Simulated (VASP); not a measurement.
Wanted: the native input for a VASP 6.6.1 run.

```
Task                   : single point
Functional             : r2SCAN
Potentials or basis    : VASP PAW PBE potentials, release 64 (Sb, Se)
Cutoff                 : 520 eV
k mesh                 : 8 × 8 × 8
Occupations            : gaussian, width 0.1 eV
Spin                   : no spin polarisation
Further INCAR settings : ALGO = Normal; EDIFF = 1e-06
```

The structure of Sb2Se3 lies in POSCAR:

```
Sb2Se3                                  
1.0
    2.0354614441      1.1751742179     10.2385864288
   -2.0354614441      1.1751742179     10.2385864288
    0.0000000000     -2.3503484257     10.2385864288
  Sb              Se            
     2     3
Direct
     0.3948582041410094    0.3948582041410094    0.3948582041410094
     0.6051417958589907    0.6051417958589907    0.6051417958589906
     0.7788277207750937    0.7788277207750937    0.7788277207750866
     0.2211722792249063    0.2211722792249063    0.2211722792249134
     0.0000000000000000    0.0000000000000000    0.0000000000000000
```

The cell was built by a generator and needn't be a form met in nature.

These files were run (other wordings do the same):

INCAR

```
ALGO = Normal ; EDIFF = 1E-6
ENCUT = 520 ; ISIF = 2
ISMEAR = 0 ; KPAR = 4
LASPH = T ; LCHARG = F
LMIXTAU = T ; LREAL = F
LWAVE = F ; METAGGA = R2SCAN
NELM = 150 ; PREC = Accurate
SIGMA = 0.1
```

KPOINTS

```
k-points
0
Gamma
  8 8 8
```

Potentials or basis: VASP PAW PBE potentials, release 64 (Sb, Se).

Run with:

```sh
$ cat potpaw_PBE.64/Sb/POTCAR potpaw_PBE.64/Se/POTCAR > POTCAR
$ mpirun -np 4 vasp_std > vasp.out
```

It gave:

```json
{
 "Pressure": "-1.2 GPa",
 "Largest force": "0.160 eV/Å",
 "Band gap on the k mesh": "0.50 eV, direct"
}
```

Caveat: the PAW data sets were made with another functional, which shifts forces and pressure a little; spin-orbit coupling is left out, which moves the levels of the heavy elements.

Run time: 26 min on 4 MPI ranks on Intel(R) Xeon(R) 6975P-C (Granite Rapids) (shared host), peak memory 1.2 GiB a rank.
